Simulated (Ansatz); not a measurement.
The system is Pb.

```
Pb
1.0
     3.48000    0.00000    0.00000
    -1.74000    3.01377    0.00000
     0.00000    0.00000    5.59000
Pb
2
Direct
  0.66667 0.33333 0.75000
  0.33333 0.66667 0.25000
```

This isn't the form of Pb at room conditions, which is fcc.

- Program: Ansatz 0.2.0
- Task: relaxation of cell and atoms
- Functional: r2SCAN
- Potentials or basis: Ansatz PAW
- Cutoff: 500 eV (not typed: the program's choice for these potentials)
- k mesh: 9 × 9 × 5
- Occupations: fermi-dirac, width 0.05 eV
- Spin: no spin polarisation

At the start: volume 29.31 Å³/atom.

Task: Where does the relaxation end?

Result: It ends after 7 steps and the volume is 30.90 Å³/atom (+5.4 %); space group P6_3/mmc (No. 194, to 0.05 Å).

The path:
```
step  energy change (eV)  largest force (eV/Å)  volume (Å³)
   1              0.0000                0.0000        58.63
   2             -0.0519                0.0000        62.37
   3             -0.0554                0.0000        61.95
   4             -0.0560                0.0000        61.75
   5             -0.0561                0.0000        61.75
   6             -0.0562                0.0000        61.79
   7             -0.0562                0.0000        61.79
```

Final structure:
```
Pb
1.0
     3.46815    0.00000    0.00000
    -1.73407    3.00350    0.00000
     0.00000    0.00000    5.93206
Pb
2
Cartesian
  1.7341 1.0012 4.4490
  0.0000 2.0023 1.4830
```

Caveat: the plane-wave basis is chosen anew once the cell has moved, so the energies of steps on either side of that aren't comparable; the PAW data sets come from PBE, with cores solved anew for the run's functional, which leaves a small shift of forces and pressure.
